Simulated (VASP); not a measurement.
# GaN (P6_3mc) in VASP: further runs, part 2 of 3

VASP 6.6.1. Earlier steps stand in the parts before.

### Step 3. Relaxation of cell and atoms, PBEsol

This run uses another cell than the first one, of 11.31 Å³/atom, 0.998 times its volume.

Input file INCAR:

```
PREC = Accurate
ENCUT = 600
EDIFF = 1E-6
ISMEAR = 0
SIGMA = 0.03
LREAL = False
LASPH = True
NELM = 80
ALGO = Normal
ISIF = 3
LWAVE = False
LCHARG = False
GGA = PS
IBRION = 2
NSW = 90
EDIFFG = -0.01
KPAR = 2
```

Input file KPOINTS:

```
Automatic mesh
0
Gamma
  12 12 5
```

Input file POSCAR:

```
GaN
1.0
    3.1800000000      0.0000000000      0.0000000000
   -1.5900000000      2.7539607840      0.0000000000
    0.0000000000      0.0000000000      5.1660000000
Ga N
2 2
Direct
    0.3333333333      0.6666666667      0.0000000000
    0.6666666667      0.3333333333      0.5000000000
    0.3333333333      0.6666666667      0.3750000000
    0.6666666667      0.3333333333      0.8750000000
```

Potentials or basis: VASP PAW PBE potentials, release 64 (Ga_d, N).

Started as:

```console
cat potpaw_PBE.64/Ga_d/POTCAR potpaw_PBE.64/N/POTCAR > POTCAR
mpirun -np 2 vasp_std > vasp.out
```

OUTCAR:

```text
PREC = Accurate
   ENCUT = 600
   EDIFF = 1E-6
   ISMEAR = 0
   LREAL = False
   LASPH = True
   NELM = 80
   ISIF = 3
   GGA = PS
   IBRION = 2
   NSW = 90
   EDIFFG = -0.01

 ion  position               nearest neighbor table
   1  0.333  0.667  0.000-   3 1.94   4 1.95   4 1.95   4 1.95
   2  0.667  0.333  0.500-   4 1.94   3 1.95   3 1.95   3 1.95
   3  0.333  0.667  0.375-   1 1.94   2 1.95   2 1.95   2 1.95
   4  0.667  0.333  0.875-   2 1.94   1 1.95   1 1.95   1 1.95

  LATTYP: Found a hexagonal cell.
 ALAT       =     3.1800000000
 C/A-ratio  =     1.6245283019

  Lattice vectors:

[... 376 lines left out ...]

 number of electron      35.9999995 magnetization

 Free energy of the ion-electron system (eV)
  ---------------------------------------------------
  ext. energy  EPLUGINS =         0.00000000
  ---------------------------------------------------
  free energy    TOTEN  =       -26.27184170 eV

  energy without entropy =      -26.27184170  energy(sigma->0) =      -26.27184170

 E-fermi :   5.3983     XC(G=0): -11.9404

 val. band max:        5.2616840383   @ k =   0.0000   0.0000   0.0000
 cond. band min:       7.1673374434   @ k =   0.0000   0.0000   0.0000
 fundamental gap:      1.9056534052
 Fermi energy:         5.3982610603

 k-point     1 :       0.0000    0.0000    0.0000
  band No.  band energies     occupation
      1     -10.7769      2.00000
      2      -9.8005      2.00000
      3      -8.1478      2.00000
      4      -8.1314      2.00000
      5      -8.1314      2.00000
      6      -8.0682      2.00000
[... 589 lines left out ...]
     21      12.3022      0.00000
     22      13.4429      0.00000

 [... further k-points ...]
[... 5 lines left out ...]
  --------------------------------------------------------------------------------------
  -------------------------------------------------------------------------------------
  Total        0.0083653      0.0083653     -0.0128466      0.0000000      0.0000000      0.0000000
  in kB        0.2953046      0.2953046     -0.4534988      0.0000000      0.0000000      0.0000000
  external PRESSURE =       0.0457035 kB  Pullay stress =       0.0000000 kB
[... 19 lines left out ...]
  FREE ENERGIE OF THE ION-ELECTRON SYSTEM (eV)
  ---------------------------------------------------
  free  energy   TOTEN  =       -26.2718416976 eV

  energy  without entropy=      -26.2718416976  energy(sigma->0) =      -26.27184170

 reached required accuracy - stopping structural energy minimisation
```

OSZICAR:

```text
N       E                     dE             d eps       ncg     rms          rms(c)
DAV:   1     0.290604935722E+03    0.29060E+03   -0.20179E+04  2632   0.333E+03
DAV:   2     0.782563489468E+01   -0.28278E+03   -0.27377E+03  2764   0.569E+02
DAV:   3    -0.283108492767E+02   -0.36136E+02   -0.35789E+02  2868   0.163E+02
DAV:   4    -0.299066608833E+02   -0.15958E+01   -0.15907E+01  3526   0.359E+01
[... 41 lines left out ...]
       N       E                     dE             d eps       ncg     rms          rms(c)
DAV:   1    -0.262718738821E+02   -0.33659E-04   -0.66987E-04  3648   0.473E-01    0.360E-02
DAV:   2    -0.262718507281E+02    0.23154E-04   -0.83955E-05  3554   0.200E-01    0.178E-02
DAV:   3    -0.262718421801E+02    0.85480E-05   -0.14131E-05  4042   0.873E-02    0.410E-03
DAV:   4    -0.262718416976E+02    0.48255E-06   -0.41669E-06  2396   0.211E-02
   6 F= -.26271842E+02 E0= -.26271842E+02  d E =-.153129E-04
```

CONTCAR:

```text
GaN
   1.00000000000000
     3.1796023881761544    0.0000000000000000    0.0000000000000000
    -1.5898011940880772    2.7536164420597178    0.0000000000000000
    -0.0000000000000000   -0.0000000000000000    5.1837589817442176
  Ga              N
     2     2
Direct
     0.3333333332999970    0.6666666667000030    0.9992962203268597
     0.6666666667000030    0.3333333332999970    0.4992962203268597
     0.3333333332999970    0.6666666667000030    0.3757037796731403
     0.6666666667000030    0.3333333332999970    0.8757037796731403

  0.00000000E+00  0.00000000E+00  0.00000000E+00
  0.00000000E+00  0.00000000E+00  0.00000000E+00
  0.00000000E+00  0.00000000E+00  0.00000000E+00
  0.00000000E+00  0.00000000E+00  0.00000000E+00
```

Run time: 87 s. Hardware: 2 MPI ranks of Intel Xeon Platinum 8488C (Sapphire Rapids), shared host; peak memory 0.21 GiB.

Results:

- Free energy: -26.2718 eV
- Relaxed volume: 11.35 Å³/atom
- Relaxed cell: a = 3.180 Å, b = 3.180 Å, c = 5.184 Å, α = 90.00°, β = 90.00°, γ = 120.00°
- Space group after relaxing (to 0.05 Å): P6_3mc (No. 186)
- Energy gained by relaxing: 0.5 meV/atom
- Ionic steps: 6
- Pressure after relaxing: 0.0 GPa
- Largest force after relaxing: 0.006 eV/Å
- Band gap on the k mesh: 1.91 eV, direct

Forces on the atoms (eV/Å):
```
Ga   0.000  0.000 -0.006
Ga   0.000  0.000 -0.006
N    0.000  0.000  0.006
N    0.000  0.000  0.006
```

The path:
```csv
step,energy change (eV),largest force (eV/Å),pressure (GPa),volume (Å³)
1,0.0000,0.1309,0.66,45.24
2,-0.0005,0.0880,-0.50,45.54
3,-0.0020,0.0103,0.08,45.40
4,-0.0019,0.0049,-0.09,45.41
5,-0.0020,0.0059,0.15,45.37
6,-0.0020,0.0064,0.00,45.39
```

Final structure:
```
Ga N
1.0
     3.17960    0.00000    0.00000
    -1.58980    2.75362    0.00000
     0.00000    0.00000    5.18376
Ga N
2 2
Direct
  0.33333 0.66667 0.99930
  0.66667 0.33333 0.49930
  0.33333 0.66667 0.37570
  0.66667 0.33333 0.87570
```

Caveat: the PAW data sets were made with another functional, which shifts forces and pressure a little. Zero-point motion and thermal expansion aren't in these numbers.

### Step 4. Relaxation of cell and atoms, PBEsol

INCAR: that of step 3 with these lines changed.

```diff
@@ -2,3 +2,3 @@
 ENCUT = 600
-EDIFF = 1E-6
+EDIFF = 1E-7
 ISMEAR = 0
@@ -15,3 +15,3 @@
 NSW = 90
-EDIFFG = -0.01
+EDIFFG = -0.005
 KPAR = 2
```

KPOINTS is that of step 3.

Input file POSCAR:

```
GaN                                     
1.0
    3.1796023882      0.0000000000      0.0000000000
   -1.5898011941      2.7536164421      0.0000000000
   -0.0000000000     -0.0000000000      5.1837589817
  Ga              N             
     2     2
Direct
     0.3333333332999970    0.6666666667000030    0.9992962203268597
     0.6666666667000030    0.3333333332999970    0.4992962203268597
     0.3333333332999970    0.6666666667000030    0.3757037796731403
     0.6666666667000030    0.3333333332999970    0.8757037796731403
```

Started as:

```console
cat potpaw_PBE.64/Ga_d/POTCAR potpaw_PBE.64/N/POTCAR > POTCAR
mpirun -np 2 vasp_std > vasp.out
```

It took 47 s on 2 MPI ranks of Intel Xeon Platinum 8488C (Sapphire Rapids), shared host; peak memory 0.21 GiB.

The run converged. Its results:

```yaml
Free_energy: -26.2721 eV
Relaxed_volume: 11.35 Å³/atom
Relaxed_cell: a = 3.180 Å, b = 3.180 Å, c = 5.183 Å, α = 90.00°, β = 90.00°, γ = 120.00°
Space_group_after_relaxing_to_0.05_Å: P6_3mc (No. 186)
Energy_gained_by_relaxing: 0.0 meV/atom
Ionic_steps: 2
Pressure_after_relaxing: 0.0 GPa
Band_gap_on_the_k_mesh: 1.91 eV, direct
```

Forces in eV/Å, atoms in the order of the input:
```
Ga   0.000  0.000 -0.002
Ga   0.000  0.000 -0.002
N    0.000  0.000  0.002
N    0.000  0.000  0.002
```

Final structure:
```xyz
4
Lattice="3.1802 0.0000 0.0000 -1.5901 2.7542 0.0000 0.0000 0.0000 5.1832" Properties=species:S:1:pos:R:3 pbc="T T T"
Ga    0.0000    1.8361    5.1793
Ga    1.5901    0.9181    2.5877
N     0.0000    1.8361    1.9476
N     1.5901    0.9181    4.5393
```

Levels at points of the mesh, in eV from the valence-band top:
| k point | band 16 | band 17 | band 18 | band 19 | band 20 | band 21 |
| --- | --- | --- | --- | --- | --- | --- |
| (0.00, 0.00, 0.00) | -0.05 | 0.00 | 0.00 | 1.91 | 4.23 | 9.12 |
| (0.50, 0.00, 0.00) | -2.79 | -2.26 | -1.02 | 4.95 | 5.53 | 5.95 |

Caveat: the PAW data sets were made with another functional, which shifts forces and pressure a little. PBEsol gaps usually lie below the measured ones, often by a third to a half.

### Step 5. Relaxation of cell and atoms, PBE

This run uses another cell than the first one, of 11.31 Å³/atom, 0.998 times its volume.

Input file INCAR:

```
SYSTEM = GaN
PREC = Accurate ; ENCUT = 600
EDIFF = 1E-6 ; ISMEAR = 0
SIGMA = 0.03 ; LREAL = .FALSE.
LASPH = .TRUE. ; NELM = 80
ALGO = Normal ; ISIF = 3
LWAVE = .FALSE. ; LCHARG = .FALSE.
GGA = PE ; IBRION = 2
NSW = 90 ; EDIFFG = -0.01
KPAR = 2
```

Input file KPOINTS:

```
regular mesh
0
G
  12 12 5
  0 0 0
```

Input file POSCAR:

```
GaN
1.0
    3.1800000000      0.0000000000      0.0000000000
   -1.5900000000      2.7539607840      0.0000000000
    0.0000000000      0.0000000000      5.1660000000
Ga N
2 2
Direct
    0.3333333333      0.6666666667      0.0000000000
    0.6666666667      0.3333333333      0.5000000000
    0.3333333333      0.6666666667      0.3750000000
    0.6666666667      0.3333333333      0.8750000000
```

Potentials or basis: VASP PAW PBE potentials, release 64 (Ga_d, N).

Started as:

```console
cat potpaw_PBE.64/Ga_d/POTCAR potpaw_PBE.64/N/POTCAR > POTCAR
mpirun -np 2 vasp_std > vasp.out
```

OUTCAR:

```text
SYSTEM = GaN
   PREC = Accurate
   ENCUT = 600
   EDIFF = 1E-6
   ISMEAR = 0
   LREAL = .FALSE.
   LASPH = .TRUE.
   NELM = 80
   ISIF = 3
   GGA = PE
   IBRION = 2
   NSW = 90
   EDIFFG = -0.01

 ion  position               nearest neighbor table
   1  0.333  0.667  0.000-   3 1.94   4 1.95   4 1.95   4 1.95
   2  0.667  0.333  0.500-   4 1.94   3 1.95   3 1.95   3 1.95
   3  0.333  0.667  0.375-   1 1.94   2 1.95   2 1.95   2 1.95
   4  0.667  0.333  0.875-   2 1.94   1 1.95   1 1.95   1 1.95

  LATTYP: Found a hexagonal cell.
 ALAT       =     3.1800000000
 C/A-ratio  =     1.6245283019

  Lattice vectors:

 A1 = (   3.1800000000,   0.0000000000,   0.0000000000)
 A2 = (  -1.5900000000,   2.7539607840,   0.0000000000)
 A3 = (   0.0000000000,   0.0000000000,   5.1660000000)

Analysis of symmetry for initial positions (statically):
=====================================================================
 Subroutine PRICEL returns:
 Original cell was already a primitive cell.

 Routine SETGRP: Setting up the symmetry group for a
 hexagonal supercell.

 Subroutine GETGRP returns: Found 12 space group operations
 (whereof  6 operations were pure point group operations)
 out of a pool of 24 trial point group operations.

The static configuration has the point symmetry C_3v.
 The point group associated with its full space group is C_6v.

Analysis of symmetry for dynamics (positions and initial velocities):
=====================================================================
 Subroutine PRICEL returns:
 Original cell was already a primitive cell.

 Routine SETGRP: Setting up the symmetry group for a
[... 128 lines left out ...]
   IALGO  =     38    algorithm
   IMIX   =      4    mixing-type and parameters
     AMIX     =   0.40;   BMIX     =  1.00
     AMIX_MAG =   1.60;   BMIX_MAG =  1.00
  volume/ion in A,a.u.               =      11.31        76.33
  Fermi-wavevector in a.u.,A,eV,Ry     =   1.517036  2.866782 31.312427  2.301398
  Thomas-Fermi vector in A             =   2.626345
   LORBIT       =      0    0 simple, 1 ext, 2 COOP (PROOUT), +10 PAW based schemes
   GGA     = PE    functional components
   LHFCALC =     F    Hartree Fock is set to
   AEXX    =    0.0000 exact exchange contribution
   IVDW    =     0    specifies the selected vdW correction
   LEPSILON=     F    determine dielectric tensor
   LRPA    =     F    only Hartree local field effects (RPA)
 conjugate gradient relaxation of ions
 non-spin polarized calculation
 Gauss-broadening in eV      SIGMA  =   0.03
  energy-cutoff  :      600.00
  volume of cell :       45.24
 maximum number of plane-waves:      1529
 NGX is ok and might be reduce to    28
   NGX = 13   NGY = 13   NGZ = 21

--------------------------------------- Ionic step        1  -------------------------------------------

 number of electron      35.9999995 magnetization

 Free energy of the ion-electron system (eV)
  ---------------------------------------------------
  ext. energy  EPLUGINS =         0.00000000
  ---------------------------------------------------
  free energy    TOTEN  =       -24.28804515 eV

  energy without entropy =      -24.28804515  energy(sigma->0) =      -24.28804515

------------------------ aborting loop because EDIFF is reached ----------------------------------------

  FORCE on cell =-STRESS in cart. coord.  units (eV):
  Direction    XX          YY          ZZ          XY          YZ          ZX
  --------------------------------------------------------------------------------------
  -------------------------------------------------------------------------------------
  Total        1.8205718      1.8205718      2.4334264      0.0000000      0.0000000     -0.0000000
  in kB       64.4731848     64.4731848     86.1766341      0.0000000      0.0000000     -0.0000000
  external PRESSURE =      71.7076679 kB  Pullay stress =       0.0000000 kB
[... 139 lines left out ...]
--------------------------------------- Ionic step        5  -------------------------------------------

 number of electron      36.0000002 magnetization

 Free energy of the ion-electron system (eV)
  ---------------------------------------------------
  ext. energy  EPLUGINS =         0.00000000
  ---------------------------------------------------
  free energy    TOTEN  =       -24.32829573 eV

  energy without entropy =      -24.32829573  energy(sigma->0) =      -24.32829573

 E-fermi :   5.1958     XC(G=0): -11.5190

 val. band max:        5.0178106816   @ k =   0.0000   0.0000   0.0000
 cond. band min:       6.7357145793   @ k =   0.0000   0.0000   0.0000
 fundamental gap:      1.7179038978
 Fermi energy:         5.1957534243

 k-point     1 :       0.0000    0.0000    0.0000
  band No.  band energies     occupation
      1     -10.7255      2.00000
      2      -9.8997      2.00000
      3      -8.4056      2.00000
      4      -8.3906      2.00000
      5      -8.3906      2.00000
      6      -8.3347      2.00000
[... 589 lines left out ...]
     21      11.9650      0.00000
     22      13.0427      0.00000

 [... further k-points ...]
[... 5 lines left out ...]
  --------------------------------------------------------------------------------------
  -------------------------------------------------------------------------------------
  Total        0.0276367      0.0276367      0.0264826      0.0000000      0.0000000      0.0000000
  in kB        0.9421166      0.9421166      0.9027757      0.0000000      0.0000000      0.0000000
  external PRESSURE =       0.9290030 kB  Pullay stress =       0.0000000 kB
[... 19 lines left out ...]
  FREE ENERGIE OF THE ION-ELECTRON SYSTEM (eV)
  ---------------------------------------------------
  free  energy   TOTEN  =       -24.3282957324 eV

  energy  without entropy=      -24.3282957324  energy(sigma->0) =      -24.32829573

 reached required accuracy - stopping structural energy minimisation
```

Run time: 2 min. Hardware: 2 MPI ranks of AMD EPYC 7R13 (Zen 3), shared host; peak memory 0.2 GiB.

What came out:

| Property | Result |
| --- | --- |
| Free energy | -24.3283 eV |
| Relaxed volume | 11.75 Å³/atom |
| Relaxed cell | a = 3.217 Å, b = 3.217 Å, c = 5.243 Å, α = 90.00°, β = 90.00°, γ = 120.00° |
| Space group after relaxing (to 0.05 Å) | P6_3mc (No. 186) |
| Energy gained by relaxing | 10.1 meV/atom |
| Ionic steps | 5 |
| Pressure after relaxing | 0.1 GPa |
| Largest force after relaxing | 0.007 eV/Å |
| Band gap on the k mesh | 1.72 eV, direct |

Forces on the atoms (eV/Å):
```
Ga   0.000  0.000 -0.007
Ga   0.000  0.000 -0.007
N    0.000  0.000  0.007
N    0.000  0.000  0.007
```

Step by step:
| step | energy change (eV) | largest force (eV/Å) | pressure (GPa) | volume (Å³) |
| --- | --- | --- | --- | --- |
| 1 | 0.0000 | 0.1346 | 7.17 | 45.24 |
| 2 | -0.0118 | 0.0620 | -5.27 | 48.64 |
| 3 | -0.0402 | 0.0105 | -0.03 | 47.03 |
| 4 | -0.0402 | 0.0127 | 0.13 | 47.00 |
| 5 | -0.0403 | 0.0073 | 0.09 | 47.00 |

Final structure:
```xyz
4
Lattice="3.2171 0.0000 0.0000 -1.6086 2.7861 0.0000 0.0000 0.0000 5.2435" Properties=species:S:1:pos:R:3 pbc="T T T"
Ga    0.0000    1.8574    5.2395
Ga    1.6086    0.9287    2.6178
N     0.0000    1.8574    1.9703
N     1.6086    0.9287    4.5920
```

(Continued in part 3 of 3.)
